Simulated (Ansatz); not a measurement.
# Hf (Pm-3m) in Ansatz: band structure with PBE

Aim: the band structure of Hf with PBE.

Everything below comes from runs of Ansatz 0.2.0. Logs are shortened: lines on timing, memory, paths and dates and some standing lists are left out, and cuts for length are marked.

### Step 1. The crystal as given

The structure is cubic, space group Pm-3m (No. 221). The conventional cell has a = 2.914 Å, b = 2.914 Å, c = 2.914 Å, α = 90.00°, β = 90.00°, γ = 90.00°. Hf (site symmetry m-3m) is surrounded by 6 Hf at 2.91 Å.

The cell was built by a generator and needn't be a form met in nature.

### Step 2. Band structure, PBE

Contents of input.yaml:

```yaml
crystal:
  lattice:
    - [2.91381, 0.0, 0.0]
    - [0.0, 2.91381, 0.0]
    - [0.0, 0.0, 2.91381]
  atoms:
    - { symbol: Hf, position: [0.5, 0.5, 0.5] }
hamiltonian:
  xc: pbe
  pseudopotentials: { kind: paw }
kpoints:
  mp_grid: { grid: [9, 9, 9] }
  band_path:
    path:
      - [[0.0, 0.0, 0.0], [0.0, 0.5, 0.0], [0.5, 0.5, 0.0], [0.0, 0.0, 0.0], [0.5, 0.5, 0.5], [0.0, 0.5, 0.0]]
      - [[0.5, 0.5, 0.0], [0.5, 0.5, 0.5]]
    npoints: 14
scf:
  occupations: { method: fermi_dirac, width: 0.05 }
  n_extra_bands: 6
output:
  forces: true
  stress: true
  eigenvalues: true
  fatbands: false
```

Potentials or basis: Ansatz PAW.

Started as:

```bash
> ansatz run input.yaml --threads 2 --pin off --max-ram 5632MiB --backend cpu --events-out ev --progress --plain --runs-dir out
```

The log of the run:

```text
Warning: RAYON_NUM_THREADS=2 ignored (pool sized by the plan → 2); use --threads N
scf.n_extra_bands = 6 over 13 filled bands (N_el = 26.0): the run solves 19 bands
Engine: ansatz 0.2.0, aarch64-unknown-linux-gnu
Pseudopotentials: kind: paw
Pseudopotential: Hf, paw, valence charge 26, recommended cutoff 420 eV (normal), Hf.paw.azcp
Functional definition: PBE
  parameter kappa = 0.804
  parameter beta = 0.06672455060314922
  exchange = pbe_x(kappa = kappa, mu = beta*pi^2/3)
  correlation = pbe_c(beta = beta)
Crystal: 1 atoms, lattice volume = 24.739 Å³
Basis set: ecut = 420 eV, 461 PW (Γ), exchange–correlation on 40×40×40 points (8 copies of the dense FFT grid, shifted against one another)
Bands: 19, of which v1, the nominal top of the filled ones, is band 13 counted from 1 (12 counted from 0)
Symmetry: 48 space group operations
Space group: Pm-3m (ITA 221), of the structure as read, at distance tolerance 2.9e-5 Å
k-points: 35 of 729
Non-local potential: Hf, projectors of the file, l = 0: 3, l = 1: 2, l = 2: 2, l = 3: 3
PAW form: soft (Blöchl's): semilocal exchange-correlation on the pseudo side does not see the compensation charge
PAW one-centre angular grid: Hf, 590 points (default); XC on 64 Gauss nodes
Initial density: superposition of atomic densities (neutral atoms: chi_scale 0, normalization atom), corrected by the library's trained network
Initial wavefunctions: pseudopotential atomic-orbital guess
Functional: x = pbe(κ = 0.804, μ = 0.2195149727645171), c = pbe(β = 0.06672455060314922)
SCF iter   1: F=—  HF=-15720.303321 eV  |F-HF|=—  |Δ(HF+E_count)|=         —  Δρ=3.85e-3  dr2=4.59e-3  ethr=1.77e-3  ⟨swp⟩=5.4  Hψ=2918  notcnv=0  defer=6
preconditioner: auto → none  [metal: Δε(μ)=0.054 eV  Ē_g=20.774 eV  σ=0.050 eV  W_gap=0.26  n_scr=6 (ndim 8)  ℏωp=36.6 eV  f_vac=0.000  D(μ)=1.48/eV (n_scr^D=18)  sad-step TF]
SCF iter   2: F=—  HF=-15720.302607 eV  |F-HF|=—  |Δ(HF+E_count)|=   7.13e-4  Δρ=2.49e-3  dr2=2.16e-3  ethr=1.77e-5  ⟨swp⟩=1.2  Hψ=953  notcnv=0  defer=14
SCF iter   3: F=—  HF=-15720.302205 eV  |F-HF|=—  |Δ(HF+E_count)|=   4.03e-4  Δρ=7.61e-4  dr2=1.65e-4  ethr=8.32e-6  ⟨swp⟩=2.0  Hψ=915  notcnv=0  defer=14
SCF iter   4: F=—  HF=-15720.301998 eV  |F-HF|=—  |Δ(HF+E_count)|=   2.07e-4  Δρ=3.06e-4  dr2=9.21e-6  ethr=6.36e-7  ⟨swp⟩=2.1  Hψ=1090  notcnv=0  defer=14
SCF iter   5: F=—  HF=-15720.302046 eV  |F-HF|=—  |Δ(HF+E_count)|=   4.79e-5  Δρ=1.05e-4  dr2=2.58e-6  ethr=3.54e-8  ⟨swp⟩=2.0  Hψ=1086  notcnv=0  defer=14
SCF iter   6: F=-15720.302045 eV  HF=-15720.302045 eV  |F-HF|=1.16e-9  |Δ(HF+E_count)|=   4.88e-7  Δρ=1.02e-5  dr2=1.54e-8  ethr=3.85e-10  ⟨swp⟩=7.4  Hψ=3529  notcnv=0
SCF 1 converged in 6 iterations: F = -15720.302045 eV  dr2 = 1.54e-8
NSCF: frozen V_eff on 86 k-points
SCF converged after 6 iterations
Free energy (F): -15720.302045 eV
Harris-Foulkes:  -15720.302045 eV  (|F-HF|=1.16e-9)
Internal energy: -15720.289050 eV  (E = F + TS)
E sigma→0 (E₀):  -15720.295547 eV
Entropy (-TS):   -0.012995 eV (-12.995 meV/atom)
Fermi energy:    17.297687 eV
--- Per-component energies (eV) ---
  E_band       = -22.801542
  E_kinetic    = 426.310696
  E_local      = -5510.069198  (includes V_loc(G=0)·N_el)
  E_nonlocal   = -1244.190922
  E_hartree    = 2575.392681
  E_xc         = -300.225254
  E_vxc        = -266.322136  (∫ρ·V_xc dr)
  E_paw        = -6928.229506  (= ΣΔE_a)
  E_vpaw       = 1420.695155  (= ΣTr[D̂ρ^β])
  E_aug_tail   = -0.000001  (compensation charges beyond the density's cutoff)
  E_ewald      = -4739.277545
  E_smearing   = -0.012995  (= −TS)
  E_closure    = 0.000000  (closes the sum)
  Σ components = -15720.302045   (vs F -15720.302045, Δ=0.00e0)
--- Forces (eV/Å), atoms counted from 1 ---
  atom   1  Hf    -0.00000000     0.00000000     0.00000000
  max |Σ_I F_I| component: 1.47e-29 eV/Å
--- Stress (GPa, compression-positive) ---
        0.103369       0.000000       0.000000
        0.000000       0.103369       0.000000
        0.000000       0.000000       0.103369
  P = ⅓ Tr σ = 0.1034 GPa (1.034 kbar)
--- Band table (eV; the first three rows and the last of 35) ---
  k-point 0: bands = ["-44.3300", "-12.5837", "-12.5837", "-12.5837", "5.7389", "5.7389", "5.7389", "5.7742", "5.7902", "5.7902", "5.7902", "10.8861", "15.9534", "15.9534", "23.8389", "23.8389", "23.8389", "30.1556", "30.1556"]
  k-point 1: bands = ["-44.3231", "-12.6986", "-12.5741", "-12.5741", "5.7357", "5.7423", "5.7423", "5.7728", "5.7780", "5.7931", "5.7931", "11.2040", "16.0468", "16.2480", "23.2288", "23.2288", "23.8803", "28.6946", "30.9098"]
  k-point 2: bands = ["-44.3055", "-12.9809", "-12.5496", "-12.5496", "5.7276", "5.7497", "5.7497", "5.7499", "5.7692", "5.8019", "5.8019", "12.0412", "16.2955", "16.9699", "22.0607", "22.0607", "23.9872", "26.7481", "32.4686"]
  k-point 34: bands = ["-44.1606", "-13.2532", "-13.2494", "-13.2494", "5.7214", "5.7499", "5.7502", "5.7502", "5.7913", "5.7913", "5.7927", "16.0389", "16.2618", "16.2618", "24.7418", "24.8282", "24.8282", "26.1203", "28.7072"]
```

Wall time 1.2 s (2 threads of Arm Neoverse V1, shared host); peak memory 0.27 GiB.

Results:

* Free energy: -15720.3020 eV
* Pressure: 0.1 GPa
* Band gap on the k mesh: none (metal or under the smearing width)

Levels at the corners of the path, in eV from the Fermi level:
```csv
point,band 10,band 11,band 12,band 13,band 14,band 15,band 16,band 17
Γ,-11.51,-11.51,-6.41,-1.34,-1.34,6.54,6.54,6.54
X,-11.47,-11.47,-3.07,-0.44,-0.03,3.13,3.13,6.91
M,-11.49,-11.46,-2.76,-0.55,3.86,3.86,4.48,4.48
Γ,-11.51,-11.51,-6.41,-1.34,-1.34,6.54,6.54,6.54
R,-11.50,-11.50,-1.20,-1.20,-1.20,6.98,9.00,9.00
X,-11.47,-11.47,-3.07,-0.44,-0.03,3.13,3.13,6.91
M,-11.49,-11.46,-2.76,-0.55,3.86,3.86,4.48,4.48
R,-11.50,-11.50,-1.20,-1.20,-1.20,6.98,9.00,9.00
```

Caveat: spin-orbit coupling is left out, which moves the levels of the heavy elements.
